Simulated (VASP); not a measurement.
# InP (F-43m) in VASP: a series of runs, part 2 of 2

VASP 6.6.1. The steps go on from the part before.

### 4 Born charges and dielectric tensor, PBE

INCAR

```
ALGO = Normal
EDIFF = 1E-8
ENCUT = 520
GGA = PE
IBRION = 8
ISIF = 2
ISMEAR = -1
LASPH = True
LCHARG = False
LEPSILON = True
LREAL = False
LWAVE = False
NELM = 60
PREC = Accurate
SIGMA = 0.05
```

KPOINTS

```
k-points
0
Gamma
  8 8 8
```

POSCAR

```
InP
1.0
    0.0000000000      2.9305000000      2.9305000000
    2.9305000000      0.0000000000      2.9305000000
    2.9305000000      2.9305000000      0.0000000000
In P
1 1
Direct
    0.0000000000      0.0000000000      0.0000000000
    0.7500000000      0.7500000000      0.7500000000
```

Potentials or basis: VASP PAW PBE potentials, release 64 (In_d, P).

Started as:

```
$ cat potpaw_PBE.64/In_d/POTCAR potpaw_PBE.64/P/POTCAR > POTCAR
$ mpirun -np 1 vasp_std > vasp.out
```

OUTCAR:

```text
EDIFF = 1E-8
   ENCUT = 520
   GGA = PE
   IBRION = 8
   ISIF = 2
   ISMEAR = -1
   LASPH = True
   LEPSILON = True
   LREAL = False
   NELM = 60
   PREC = Accurate

 ion  position               nearest neighbor table
   1  0.000  0.000  0.000-   2 2.54   2 2.54   2 2.54   2 2.54
   2  0.750  0.750  0.750-   1 2.54   1 2.54   1 2.54   1 2.54

  LATTYP: Found a face centered cubic cell.
 ALAT       =     5.8610000000

  Lattice vectors:

 A1 = (   0.0000000000,   2.9305000000,   2.9305000000)
[... 731 lines left out ...]
   6 f/i=    0.007569 THz     0.047556 2PiTHz    0.252469 cm-1     0.031302 meV
             X         Y         Z           dx          dy          dz
      0.000000  0.000000  0.000000     0.000000    0.000000    0.887055
      4.395750  4.395750  4.395750     0.000000    0.000000    0.461665

--------------------------------------------------------------------------------------------------------

 MACROSCOPIC STATIC DIELECTRIC TENSOR IONIC CONTRIBUTION
 ------------------------------------------------------
           3.052723    -0.000000     0.000000
          -0.000000     3.052723    -0.000000
           0.000000    -0.000000     3.052723
 ------------------------------------------------------

 ELASTIC MODULI CONTR FROM IONIC RELAXATION (kBar)
 Direction    XX          YY          ZZ          XY          YZ          ZX
 --------------------------------------------------------------------------------
 XX          -0.0000     -0.0000     -0.0000      0.0000      0.0000      0.0000
 YY          -0.0000     -0.0000      0.0000      0.0000      0.0000     -0.0000
 ZZ          -0.0000      0.0000     -0.0000      0.0000      0.0000      0.0000
 XY           0.0000      0.0000      0.0000   -271.8303      0.0000      0.0000
 YZ           0.0000      0.0000      0.0000      0.0000   -271.8303      0.0000
 ZX           0.0000     -0.0000      0.0000      0.0000      0.0000   -271.8303
 --------------------------------------------------------------------------------

 PIEZOELECTRIC TENSOR IONIC CONTR  for field in x, y, z        (C/m^2)
          XX          YY          ZZ          XY          YZ          ZX
  --------------------------------------------------------------------------------
  x     0.00000     0.00000     0.00000    -0.00000    -0.85717     0.00000
  y     0.00000    -0.00000     0.00000     0.00000     0.00000    -0.85717
  z     0.00000     0.00000     0.00000    -0.85717    -0.00000     0.00000
```

stdout:

```text
POSCAR found type information on POSCAR InP
 POSCAR found :  2 types and       2 ions
 scaLAPACK will be used
 LDA part: xc-table for (Slater+PW92), standard interpolation
 POSCAR, INCAR and KPOINTS ok, starting setup
 FFT: planning ... GRIDC
 FFT: planning ... GRID_SOFT
 FFT: planning ... GRID
 WAVECAR not read
 entering main loop
[... 23 lines left out ...]
  Direction:   3
 dielectric tensor                  component  3 :     2.690     2.147    14.626
 Linear response DOF=           2
 Linear response progress:
 first order change of Fermi-energy  -0.55866E-04
 force on displaced ion       1 direction 1 :  -8.221   0.000   0.000
 Born effective charge ion    1 direction 1 :   2.564   0.000   0.000
 Linear response progress:
 first order change of Fermi-energy   0.40924E-03
 force on displaced ion       2 direction 1 :  -8.188   0.000   0.000
 Born effective charge ion    2 direction 1 :  -2.709   0.000   0.000
 Born effective charges drift removed
 Linear response finished
```

Wall time 19 min (1 thread of AMD EPYC, shared host); peak memory 0.29 GiB.

Results:

* Band gap on the k mesh: 0.71 eV, direct
* Electronic dielectric tensor (diagonal): 14.63
* Born charges (mean of the diagonal): In +2.64; P -2.64 e
* Highest phonon frequency at Γ, LO-TO splitting left out: 302 cm⁻¹

Levels at points of the mesh, in eV from the valence-band top:
```
           k point  band 5  band 6  band 7  band 8  band 9  band 10  band 11  band 12  band 13
(0.00, 0.00, 0.00)  -14.03  -11.52    0.00    0.00    0.00     0.71     4.09     4.09     4.09
(0.50, 0.00, 0.00)  -14.02   -9.79   -5.73   -0.97   -0.97     1.50     4.81     4.81     7.10
(0.50, 0.50, 0.00)  -14.00   -9.14   -5.75   -2.32   -2.32     1.76     2.27     9.21     9.60
```

Phonon frequencies in cm⁻¹ (negative: imaginary):
```csv
q point,frequencies
"(0.000, 0.000, 0.000)",0 0 0 302 302 302
```

Electronic dielectric tensor:
```
14.63  0.00  0.00
 0.00 14.63  0.00
 0.00  0.00 14.63
```

Born effective charge tensors (e):
atom 1, In
```
2.64 0.00 0.00
0.00 2.64 0.00
0.00 0.00 2.64
```
atom 2, P
```
-2.64  0.00  0.00
 0.00 -2.64  0.00
 0.00  0.00 -2.64
```

Caveat: spin-orbit coupling is left out, which moves the levels of the heavy elements.

### 5 Phonons, PBEsol

POSCAR is that of step 4.

INCAR.step1

```
SYSTEM = InP
ALGO = Normal ; EDIFF = 1E-8
EDIFFG = -0.002 ; ENCUT = 600
GGA = PS ; IBRION = 2
ISIF = 3 ; ISMEAR = -1
LASPH = .TRUE. ; LCHARG = .FALSE.
LREAL = .FALSE. ; LWAVE = .FALSE.
NELM = 60 ; NSW = 40
PREC = Accurate ; SIGMA = 0.05
```

INCAR.step2

```
SYSTEM = InP
ALGO = Normal ; EDIFF = 1E-8
ENCUT = 600 ; GGA = PS
IBRION = 6 ; ISIF = 2
ISMEAR = -1 ; LASPH = .TRUE.
LCHARG = .FALSE. ; LREAL = .FALSE.
LWAVE = .FALSE. ; NELM = 60
NFREE = 2 ; NSW = 1
POTIM = 0.015 ; PREC = Accurate
SIGMA = 0.05
```

KPOINTS

```
k-points
0
G
  6 6 6
  0 0 0
```

Potentials or basis: VASP PAW PBE potentials, release 64 (In_d, P).

Started as:

```
$ cat potpaw_PBE.64/In_d/POTCAR potpaw_PBE.64/P/POTCAR > POTCAR
$ cp INCAR.step1 INCAR
$ mpirun -np 1 vasp_std > vasp.out
$ cp CONTCAR POSCAR
$ cp INCAR.step2 INCAR
$ mpirun -np 1 vasp_std > vasp.out
```

OUTCAR:

```text
SYSTEM = InP
   EDIFF = 1E-8
   ENCUT = 600
   GGA = PS
   IBRION = 6
   ISIF = 2
   ISMEAR = -1
   LASPH = .TRUE.
   LREAL = .FALSE.
   NELM = 60
   NFREE = 2
   NSW = 1
   POTIM = 0.015
   PREC = Accurate

 ion  position               nearest neighbor table
   1  0.000  0.000  0.000-   2 2.55   2 2.55   2 2.55   2 2.55
   2  0.750  0.750  0.750-   1 2.55   1 2.55   1 2.55   1 2.55

  LATTYP: Found a face centered cubic cell.
 ALAT       =     5.8786274613

  Lattice vectors:

 A1 = (   0.0000000000,   2.9393137306,   2.9393137306)
 A2 = (   2.9393137306,   0.0000000000,   2.9393137306)
 A3 = (   2.9393137306,   2.9393137306,   0.0000000000)

Analysis of symmetry for initial positions (statically):
=====================================================================
 Subroutine PRICEL returns:
 Original cell was already a primitive cell.

 Routine SETGRP: Setting up the symmetry group for a
 face centered cubic supercell.

 Subroutine GETGRP returns: Found 24 space group operations
 (whereof 24 operations were pure point group operations)
 out of a pool of 48 trial point group operations.

The static configuration has the point symmetry T_d .

Analysis of symmetry for dynamics (positions and initial velocities):
=====================================================================
 Subroutine PRICEL returns:
 Original cell was already a primitive cell.

 Routine SETGRP: Setting up the symmetry group for a
 face centered cubic supercell.

 Subroutine GETGRP returns: Found 24 space group operations
 (whereof 24 operations were pure point group operations)
 out of a pool of 48 trial point group operations.

The dynamic configuration has the point symmetry T_d .

 Subroutine INISYM returns: Found 24 space group operations
 (whereof 24 operations are pure point group operations),
 and found     1 'primitive' translations

----------------------------------------------------------------------------------------

                                     Primitive cell

  volume of cell :      50.7888

  direct lattice vectors                    reciprocal lattice vectors
     0.000000000  2.939313731  2.939313731    -0.170107735  0.170107735  0.170107735
     2.939313731  0.000000000  2.939313731     0.170107735 -0.170107735  0.170107735
     2.939313731  2.939313731  0.000000000     0.170107735  0.170107735 -0.170107735

  length of vectors
     4.156817342  4.156817342  4.156817342     0.294635239  0.294635239  0.294635239

  position of ions in fractional coordinates (direct lattice)
     0.000000000  0.000000000  0.000000000
     0.750000000  0.750000000  0.750000000

  ion indices of the primitive-cell ions
   primitive index   ion index
[... 105 lines left out ...]

 number of electron      17.9999998 magnetization

 Free energy of the ion-electron system (eV)
  ---------------------------------------------------
  ext. energy  EPLUGINS =         0.00000000
  ---------------------------------------------------
  free energy    TOTEN  =        -9.14336853 eV

  energy without entropy =       -9.14333030  energy(sigma->0) =       -9.14334942

------------------------ aborting loop because EDIFF is reached ----------------------------------------

  FORCE on cell =-STRESS in cart. coord.  units (eV):
  Direction    XX          YY          ZZ          XY          YZ          ZX
  --------------------------------------------------------------------------------------
  -------------------------------------------------------------------------------------
  Total        0.0015904      0.0015904      0.0015904      0.0000000      0.0000000      0.0000000
  in kB        0.0501715      0.0501715      0.0501715      0.0000000      0.0000000      0.0000000
  external PRESSURE =       0.0501715 kB  Pullay stress =       0.0000000 kB
[... 131 lines left out ...]
--------------------------------------- Ionic step        5  -------------------------------------------

 number of electron      17.9999998 magnetization

 Free energy of the ion-electron system (eV)
  ---------------------------------------------------
  ext. energy  EPLUGINS =         0.00000000
  ---------------------------------------------------
  free energy    TOTEN  =        -9.14248865 eV

  energy without entropy =       -9.14244915  energy(sigma->0) =       -9.14246890

 E-fermi :   5.3128     XC(G=0):  -9.4368

 val. band max:        5.0281618974   @ k =   0.0000   0.0000   0.0000
 cond. band min:       5.5644558083   @ k =   0.0000   0.0000   0.0000
 fundamental gap:      0.5362939108
 Fermi energy:         5.3128451211

 k-point     1 :       0.0000    0.0000    0.0000
  band No.  band energies     occupation
      1      -9.1425      2.00000
      2      -9.1393      2.00000
      3      -9.1355      2.00000
      4      -8.9892      2.00000
      5      -8.9892      2.00000
      6      -6.4864      2.00000
      7       4.9721      1.99781
      8       5.0010      1.99610
      9       5.0282      1.99329
     10       5.5645      0.01296
     11       8.9952      0.00000
     12       9.0114      0.00000
     13       9.0293      0.00000
[... 354 lines left out ...]
  band No.  band energies     occupation
      1      -9.2645      2.00000
      2      -9.0938      2.00000
      3      -9.0797      2.00000
      4      -8.9940      2.00000
      5      -8.9725      2.00000
      6      -4.6417      2.00000
      7      -0.5195      2.00000
      8       2.8001      2.00000
      9       3.6286      2.00000
     10       7.5035      0.00000
     11       9.3179      0.00000
     12      10.6159      0.00000
     13      11.4868      0.00000

 [... further k-points ...]

------------------------ aborting loop because EDIFF is reached ----------------------------------------

  FORCE on cell =-STRESS in cart. coord.  units (eV):
  Direction    XX          YY          ZZ          XY          YZ          ZX
  --------------------------------------------------------------------------------------
  -------------------------------------------------------------------------------------
  Total        0.0014314      0.0038726      0.0038726      0.0000000     -0.1166955      0.0000000
  in kB        0.0451563      0.1221643      0.1221643      0.0000000     -3.6812634      0.0000000
  external PRESSURE =       0.0964950 kB  Pullay stress =       0.0000000 kB
[... 17 lines left out ...]
  FREE ENERGIE OF THE ION-ELECTRON SYSTEM (eV)
  ---------------------------------------------------
  free  energy   TOTEN  =        -9.1424886505 eV

  energy  without entropy=       -9.1424491482  energy(sigma->0) =       -9.14246890

 INTERNAL STRAIN TENSORS FROM DISPLACED ATOMS
 ============================================

 INTERNAL STRAIN TENSOR FOR ION    1 for displacements in x,y,z  (eV/Angst):
          X           Y           Z          XY          YZ          ZX
  --------------------------------------------------------------------------------
  x    -0.00000     0.00000     0.00000     0.00000    -7.78914     0.00000
  y    -0.00000     0.00000    -0.00000     0.00000     0.00000    -7.78914
  z     0.00000     0.00000    -0.00000    -7.78914     0.00000     0.00000

 INTERNAL STRAIN TENSOR FOR ION    2 for displacements in x,y,z  (eV/Angst):
          X           Y           Z          XY          YZ          ZX
  --------------------------------------------------------------------------------
  x    -0.00000    -0.00000    -0.00000     0.00000     7.78199     0.00000
  y    -0.00000    -0.00000    -0.00000     0.00000     0.00000     7.78199
  z    -0.00000    -0.00000    -0.00000     7.78199     0.00000     0.00000

 Eigenvectors and eigenvalues of the dynamical matrix
 ----------------------------------------------------

   1 f  =    8.852333 THz    55.620851 2PiTHz  295.282057 cm-1    36.610293 meV
             X         Y         Z           dx          dy          dz
      0.000000  0.000000  0.000000    -0.460851    0.000000    0.000000
      4.408971  4.408971  4.408971     0.887477    0.000000    0.000000
[... 21 lines left out ...]
   6 f/i=    0.000719 THz     0.004518 2PiTHz    0.023986 cm-1     0.002974 meV
             X         Y         Z           dx          dy          dz
      0.000000  0.000000  0.000000     0.000000    0.000000    0.887477
      4.408971  4.408971  4.408971     0.000000    0.000000    0.460851

 ELASTIC MODULI CONTR FROM IONIC RELAXATION (kBar)
 Direction    XX          YY          ZZ          XY          YZ          ZX
 --------------------------------------------------------------------------------
 XX          -0.0000      0.0000      0.0000      0.0000     -0.0000     -0.0000
 YY           0.0000     -0.0000      0.0000      0.0000      0.0000      0.0000
 ZZ           0.0000      0.0000     -0.0000     -0.0000      0.0000     -0.0000
 XY           0.0000      0.0000     -0.0000   -244.5025      0.0000      0.0000
 YZ          -0.0000      0.0000      0.0000      0.0000   -244.5025      0.0000
 ZX          -0.0000      0.0000     -0.0000      0.0000      0.0000   -244.5025
 --------------------------------------------------------------------------------
```

Run time: 5.4 min. Hardware: 1 thread of AMD EPYC, shared host; peak memory 0.22 GiB.

Results:

| Item | Value |
| --- | --- |
| Relaxed volume | 25.39 Å³/atom |
| Relaxed cell | a = 4.157 Å, b = 4.157 Å, c = 4.157 Å, α = 60.00°, β = 60.00°, γ = 60.00° |
| Space group after relaxing (to 0.05 Å) | F-43m (No. 216) |
| Highest phonon frequency at Γ, LO-TO splitting left out | 295 cm⁻¹ |

Step by step:
```
step  energy change (eV)  largest force (eV/Å)  pressure (GPa)  volume (Å³)
   1              0.0000                0.0000            0.62        50.33
   2             -0.0006                0.0000           -0.33        51.05
   3             -0.0009                0.0000            0.00        50.79
```

Final structure:
```xyz
2
Lattice="0.0000 2.9393 2.9393 2.9393 0.0000 2.9393 2.9393 2.9393 0.0000" Properties=species:S:1:pos:R:3 pbc="T T T"
In    0.0000    0.0000    0.0000
P     4.4090    4.4090    4.4090
```

Phonon frequencies in cm⁻¹ (negative: imaginary):
```tsv
q point	frequencies
(0.000, 0.000, 0.000)	0 0 0 295 295 295
```

Caveat: the PAW data sets were made with another functional, which shifts forces and pressure a little.

### 6 Against experiment

Step 4. A measured gap of InP is 1.4236 eV (direct; 1.6 K; a printed reference work, data compilation); the calculated 0.71 eV misses it by -0.71 eV. Spin-orbit coupling on In is left out. The value is that of PBE, without temperature or zero-point motion. Semilocal functionals fall short of measured gaps as a rule. Against the measured high-frequency dielectric constant of InP, 9.61 (300 K; a printed reference work, textbook), the calculated 14.63 is off by +52.2 %. So large a miss can be the level of theory's own, or it may mean another phase, state or a wrong row.
